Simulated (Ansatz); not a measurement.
One crystal and one scan (energy over volume and axial ratio) at two levels, PBE (plane waves to 420 eV, PAW, scalar-relativistic; Ansatz, a first-principles code) and PBEsol (plane waves to 420 eV, PAW, scalar-relativistic; Ansatz), each from its own relaxed cell and on its own mesh. The cell shown is that of PBE.

ZnTe (zinc blende)

```yaml
crystal:
  lattice:
    - [0.00000, 3.08955, 3.08955]
    - [3.08955, 0.00000, 3.08955]
    - [3.08955, 3.08955, 0.00000]
  atoms:
    - { symbol: Te, position: [0.75000, 0.75000, 0.75000] }
    - { symbol: Zn, position: [0.00000, 0.00000, 0.00000] }
```

Two coordinates are scanned: the volume, and the ratio of the stretch along z (the conventional c axis) to the stretch across it. Atoms keep their fractional coordinates.

Energies are smeared free energies. Spin-orbit coupling is left out, though Te is heavy. ZnTe was relaxed with its symmetry unable to fall. Percentages come from the unrounded values.

Results of PBE:

| Item | Result |
|---|---|
| Lattice constant a (Å) | 6.179 |
| Shear modulus C′ = (C11 − C12)/2 (fit, atoms clamped) (GPa) | 14.8 |

Question: Estimate the PBEsol values.

Answer: 
```csv
quantity,PBEsol,PBE − PBEsol
Lattice constant a (Å),6.066,+0.113 (+1.9 %)
"Shear modulus C′ = (C11 − C12)/2 (fit, atoms clamped) (GPa)",15.7,-0.9 (-6 %)
```

PBE gives the higher value for: lattice constant a. PBE gives the lower value for: shear modulus C′. Neither level is exact: the differences show how much the result hangs on the functional.

(Under strain, the slope of the energy per volume gives the stress and its curvature an elastic modulus.)
